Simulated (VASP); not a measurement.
# Na (Im-3m) in VASP: settings compared

The runs below take Na through relaxation of cell and atoms, with PBEsol, RPBE, LDA, PBE.

Everything below comes from runs of VASP 6.6.1. Logs are shortened: lines on timing, memory, paths and dates and some standing lists are left out, and cuts for length are marked.

## 1. The structure

The structure is cubic, space group Im-3m (No. 229). The conventional cell has a = 4.235 Å, b = 4.235 Å, c = 4.235 Å, α = 90.00°, β = 90.00°, γ = 90.00°. Around Na (site symmetry m-3m) lie 8 Na at 3.67 Å.

## 2. Relaxation of cell and atoms, PBEsol

INCAR reads:

```
SYSTEM = Na
  PREC = Accurate
  ENCUT = 480
  EDIFF = 1E-7
  ISMEAR = 0
  SIGMA = 0.1
  LREAL = .False.
  LASPH = .True.
  NELM = 100
  ALGO = Fast
  ISIF = 3
  LWAVE = .False.
  LCHARG = .False.
  GGA = PS
  IBRION = 2
  NSW = 90
  EDIFFG = -0.005
```

KPOINTS reads:

```
Automatic mesh
0
Gamma
  14 14 14
  0 0 0
```

POSCAR reads:

```
Na
1.0
   -2.1175000000      2.1175000000      2.1175000000
    2.1175000000     -2.1175000000      2.1175000000
    2.1175000000      2.1175000000     -2.1175000000
Na
1
Direct
    0.0000000000      0.0000000000      0.0000000000
```

Potentials or basis: VASP PAW PBE potentials, release 64 (Na_pv).

The run is started by

```
cat potpaw_PBE.64/Na_pv/POTCAR > POTCAR
mpirun -np 1 vasp_std > vasp.out
```

OUTCAR:

```text
SYSTEM = Na
   PREC = Accurate
   ENCUT = 480
   EDIFF = 1E-7
   ISMEAR = 0
   LREAL = .False.
   LASPH = .True.
   NELM = 100
   ISIF = 3
   GGA = PS
   IBRION = 2
   NSW = 90
   EDIFFG = -0.005

 ion  position               nearest neighbor table
   1  0.000  0.000  0.000-

  LATTYP: Found a body centered cubic cell.
 ALAT       =     4.2350000000

  Lattice vectors:

 A1 = (  -2.1175000000,   2.1175000000,   2.1175000000)
 A2 = (   2.1175000000,  -2.1175000000,   2.1175000000)
 A3 = (   2.1175000000,   2.1175000000,  -2.1175000000)

Analysis of symmetry for initial positions (statically):
=====================================================================
 Subroutine PRICEL returns:
 Original cell was already a primitive cell.

 Routine SETGRP: Setting up the symmetry group for a
 body centered cubic supercell.

 Subroutine GETGRP returns: Found 48 space group operations
 (whereof 48 operations were pure point group operations)
 out of a pool of 48 trial point group operations.

The static configuration has the point symmetry O_h .

Analysis of symmetry for dynamics (positions and initial velocities):
=====================================================================
 Subroutine PRICEL returns:
 Original cell was already a primitive cell.

 Routine SETGRP: Setting up the symmetry group for a
 body centered cubic supercell.

 Subroutine GETGRP returns: Found 48 space group operations
 (whereof 48 operations were pure point group operations)
 out of a pool of 48 trial point group operations.

The dynamic configuration has the point symmetry O_h .

 Subroutine INISYM returns: Found 48 space group operations
 (whereof 48 operations are pure point group operations),
 and found     1 'primitive' translations

----------------------------------------------------------------------------------------

                                     Primitive cell

  volume of cell :      37.9778

  direct lattice vectors                    reciprocal lattice vectors
    -2.117500000  2.117500000  2.117500000     0.000000000  0.236127509  0.236127509
     2.117500000 -2.117500000  2.117500000     0.236127509  0.000000000  0.236127509
     2.117500000  2.117500000 -2.117500000     0.236127509  0.236127509  0.000000000

  length of vectors
     3.667617585  3.667617585  3.667617585     0.333934725  0.333934725  0.333934725
[... 95 lines left out ...]
   EFERMI_NEDOS =   21; number of points for ismear=-14 and -15
   IALGO  =     68    algorithm
   IMIX   =      4    mixing-type and parameters
     AMIX     =   0.40;   BMIX     =  1.00
     AMIX_MAG =   1.60;   BMIX_MAG =  1.00
  volume/ion in A,a.u.               =      37.98       256.29
  Fermi-wavevector in a.u.,A,eV,Ry     =   0.931674  1.760609 11.810087  0.868017
  Thomas-Fermi vector in A             =   2.058192
   LORBIT       =      0    0 simple, 1 ext, 2 COOP (PROOUT), +10 PAW based schemes
   GGA     = PS    functional components
   LHFCALC =     F    Hartree Fock is set to
   AEXX    =    0.0000 exact exchange contribution
   IVDW    =     0    specifies the selected vdW correction
   LEPSILON=     F    determine dielectric tensor
   LRPA    =     F    only Hartree local field effects (RPA)
 conjugate gradient relaxation of ions
 non-spin polarized calculation
 RMM-DIIS sequential band-by-band and
 Gauss-broadening in eV      SIGMA  =   0.10
  energy-cutoff  :      480.00
  volume of cell :       37.98
 maximum number of plane-waves:       937
 NGX is ok and might be reduce to    28
   NGX = 13   NGY = 13   NGZ = 13

--------------------------------------- Ionic step        1  -------------------------------------------

 number of electron       7.0000012 magnetization

 Free energy of the ion-electron system (eV)
  ---------------------------------------------------
  ext. energy  EPLUGINS =         0.00000000
  ---------------------------------------------------
  free energy    TOTEN  =        -1.39869029 eV

  energy without entropy =       -1.39563147  energy(sigma->0) =       -1.39716088

------------------------ aborting loop because EDIFF is reached ----------------------------------------

  FORCE on cell =-STRESS in cart. coord.  units (eV):
  Direction    XX          YY          ZZ          XY          YZ          ZX
  --------------------------------------------------------------------------------------
  -------------------------------------------------------------------------------------
  Total       -0.0781140     -0.0781140     -0.0781140     -0.0000000     -0.0000000     -0.0000000
  in kB       -3.2954076     -3.2954076     -3.2954076     -0.0000000     -0.0000000     -0.0000000
  external PRESSURE =      -3.2954076 kB  Pullay stress =       0.0000000 kB
[... 57 lines left out ...]
--------------------------------------- Ionic step        3  -------------------------------------------

 number of electron       6.9999995 magnetization

 Free energy of the ion-electron system (eV)
  ---------------------------------------------------
  ext. energy  EPLUGINS =         0.00000000
  ---------------------------------------------------
  free energy    TOTEN  =        -1.40083364 eV

  energy without entropy =       -1.39781811  energy(sigma->0) =       -1.39932588

 E-fermi :   0.3404     XC(G=0):  -6.5578

 val. band max:        0.3134217618   @ k =  -0.3571   0.4286   0.1429
 cond. band min:       0.3946953325   @ k =   0.3571   0.0714   0.0714
 fundamental gap:      0.0812735707
 Fermi energy:         0.3404193046

 k-point     1 :       0.0000    0.0000    0.0000
  band No.  band energies     occupation
      1     -24.4020      2.00000
      2     -24.4020      2.00000
      3     -24.4020      2.00000
      4      -2.9565      2.00000
      5      12.2384      0.00000
      6      12.2384      0.00000
      7      12.2384      0.00000
[... 221 lines left out ...]
 k-point    24 :       0.3571    0.2857    0.0000
  band No.  band energies     occupation
      1     -24.4316      2.00000
      2     -24.4256      2.00000
      3     -24.4067      2.00000
      4       2.0881      0.00000
      5       2.5175      0.00000
      6       3.8282      0.00000
      7       8.4975      0.00000

 [... further k-points ...]

------------------------ aborting loop because EDIFF is reached ----------------------------------------

  FORCE on cell =-STRESS in cart. coord.  units (eV):
  Direction    XX          YY          ZZ          XY          YZ          ZX
  --------------------------------------------------------------------------------------
  -------------------------------------------------------------------------------------
  Total        0.0005612      0.0005612      0.0005612      0.0000000      0.0000000      0.0000000
  in kB        0.0247785      0.0247785      0.0247785      0.0000000      0.0000000      0.0000000
  external PRESSURE =       0.0247785 kB  Pullay stress =       0.0000000 kB
[... 16 lines left out ...]
  FREE ENERGIE OF THE ION-ELECTRON SYSTEM (eV)
  ---------------------------------------------------
  free  energy   TOTEN  =        -1.4008336422 eV

  energy  without entropy=       -1.3978181140  energy(sigma->0) =       -1.39932588

 reached required accuracy - stopping structural energy minimisation
```

It took 41 s on 1 thread of Intel Xeon Platinum 8375C at 2.90GHz (Ice Lake), shared host; peak memory 0.16 GiB.

Results:

```yaml
Free_energy: -1.4008 eV
Relaxed_volume: 36.29 Å³/atom
Relaxed_cell: a = 3.612 Å, b = 3.612 Å, c = 3.612 Å, α = 109.47°, β = 109.47°, γ = 109.47°
Space_group_after_relaxing_to_0.05_Å: Im-3m (No. 229)
Energy_gained_by_relaxing: 2.1 meV/atom
Ionic_steps: 3
Pressure_after_relaxing: 0.0 GPa
Band_gap_on_the_k_mesh: none (metal or under the smearing width)
```

The path:
| step | energy change (eV) | largest force (eV/Å) | pressure (GPa) | volume (Å³) |
| --- | --- | --- | --- | --- |
| 1 | 0.0000 | 0.0000 | -0.33 | 37.98 |
| 2 | -0.0009 | 0.0000 | -0.31 | 37.55 |
| 3 | -0.0021 | 0.0000 | 0.00 | 36.29 |

Final structure:
```cif
data_structure
_symmetry_space_group_name_H-M 'P 1'
_symmetry_Int_Tables_number 1
_cell_length_a 3.6123
_cell_length_b 3.6123
_cell_length_c 3.6123
_cell_angle_alpha 109.471
_cell_angle_beta 109.471
_cell_angle_gamma 109.471
_cell_volume 36.29
loop_
_atom_site_label
_atom_site_type_symbol
_atom_site_fract_x
_atom_site_fract_y
_atom_site_fract_z
_atom_site_occupancy
Na1 Na 0.00000 0.00000 0.00000 1
```

Caveat: the PAW data sets were made with another functional, which shifts forces and pressure a little.

[end of part 1 of 3]
